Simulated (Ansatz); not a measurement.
A 2-atom cell of AlP started from a crystallographic database: an Ansatz output whose functional has been blanked. Cell and atoms come from a relaxation with r2SCAN.

```
CELL_PARAMETERS angstrom
0.00000 2.73926 2.73926
2.73926 0.00000 2.73926
2.73926 2.73926 0.00000
ATOMIC_POSITIONS crystal
Al 0.00000 0.00000 0.00000
P 0.25000 0.25000 0.25000
```

```
scf.n_extra_bands = 4 over 4 filled bands (N_el = 8.0): the run solves 8 bands
Pseudopotential: Al, paw, valence charge 3, recommended cutoff 420 eV
Pseudopotential: P, paw, valence charge 5, recommended cutoff 420 eV
Crystal: 2 atoms, lattice volume = 41.108 Å³
Basis set: ecut = 420 eV, 821 PW (Γ)
Symmetry: 24 space group operations
Space group: F-43m (ITA 216)
k-points: 16 of 216 (time reversal used)
[warm-up without exact exchange]
SCF 1 stopped early in 2 iterations: F = -1294.427437 eV  dr2 = 3.96e-5
[exact exchange on]
SCF 2 stopped early in 6 iterations: F = -1295.788353 eV  dr2 = 7.38e-7
hybrid outer 1: dexx = +4.107e-3 eV, tail = 2.65e-6 eV
SCF 3 converged in 3 iterations: F = -1295.788378 eV  dr2 = 1.03e-9
hybrid outer 2: dexx = +1.564e-7 eV, tail = 2.90e-9 eV, Δε = 1.16e-3 eV
hybrid SCF converged: 2 outer / 9 inner (+2 warm-up)
Free energy (F): -1295.788378 eV
Fermi energy:    4.122104 eV
--- Per-component energies (eV) ---
  E_band       = -6.347961
  E_kinetic    = 93.749074
  E_local      = -82.439191
  E_nonlocal   = 43.751951
  E_hartree    = 25.287440
  E_xc         = -78.781092
  E_vxc        = -70.298316
  E_exx        = -15.096494
  E_paw        = -1045.664740
  E_vpaw       = -11.493317
  E_ewald      = -236.479949
  E_core_change = -0.115376
--- Stress (GPa, compression-positive) ---
       -0.239251       0.000000       0.000000
        0.000000      -0.239251       0.000000
        0.000000       0.000000      -0.239251
  P = ⅓ Tr σ = -0.2393 GPa (-2.393 kbar)
--- Band table (eV; the first three rows and the last of 16) ---
  k-point 0: bands = [-8.6486, 4.1221, 4.1221, 4.1221, 8.9546, 10.3232, 10.3232, 10.3232]
  k-point 1: bands = [-8.3169, 2.0937, 3.8607, 3.8607, 9.3079, 10.7911, 10.7911, 11.4524]
  k-point 2: bands = [-7.4527, -0.6683, 3.4482, 3.4482, 8.6923, 10.8325, 10.8325, 13.8274]
  k-point 15: bands = [-6.0441, -1.4560, 0.9348, 1.2241, 8.9207, 10.0282, 13.5968, 13.9762]
```

Levels at the listed points, from bands.tsv (eV from the Fermi energy, bands near the gap, counted from 0):
```tsv
# k_distance	band_0	band_1	band_2	band_3	band_4	band_5	band_6	band_7
# fermi_ev = 4.122104
# [0, 0, 0] at k_distance = 0.000000
# [-0.5, -0.5, 0] at k_distance = 1.146876
# [-0.375, -0.375, 0.25] at k_distance = 1.552358
# [-0.375, 0, 0.375] at k_distance = 2.254673
# [0, 0, 0.5] at k_distance = 2.956989
# [-0.5, -0.25, 0.25] at k_distance = 3.767952
# [0, 0.5, 0.5] at k_distance = 5.050199
# levels_relative_to = fermi_ev
0.000	-12.771	0.000	0.000	0.000	4.833	6.201	6.201	6.201
1.147	-10.207	-5.877	-2.317	-2.317	2.964	3.934	13.121	13.121
1.552	-10.240	-5.559	-3.749	-1.905	3.885	6.753	10.358	10.626
2.255	-10.240	-5.559	-3.749	-1.905	3.885	6.753	10.358	10.626
2.957	-10.933	-6.120	-0.841	-0.841	4.315	6.459	6.459	9.979
3.768	-10.152	-5.439	-3.484	-3.062	5.861	7.733	7.796	8.141
5.050	-10.207	-5.877	-2.317	-2.317	2.964	3.934	13.121	13.121
```
In order the rows are Γ, X, U, K, L, W, X.

Q: Which functional gave these numbers?
A. r2SCANh
B. PBE0
C. r2SCAN0
D. HSE06

A: B. PBE0. The exchange loop and the term E_exx show exact exchange. The PBE0 gap is indirect, 2.96 eV (Γ to X), below the direct gap of 4.83 eV at Γ. Among hybrids the size of the gap and of E_exx follows the share and range of exact exchange. The stress of a hybrid is loosely converged here. Within one family of functionals the choice rests on the size of the gap and stress, not on a line of the log.

Run as `ansatz run input.yaml --threads 2 --pin off --max-ram 2211MiB --backend cpu --events-out ev --progress --plain --runs-dir out`.

Spin-unpolarised throughout; all numbers are computed.

The meshes of the hybrids are coarse, so their gaps aren't converged to the digits shown.
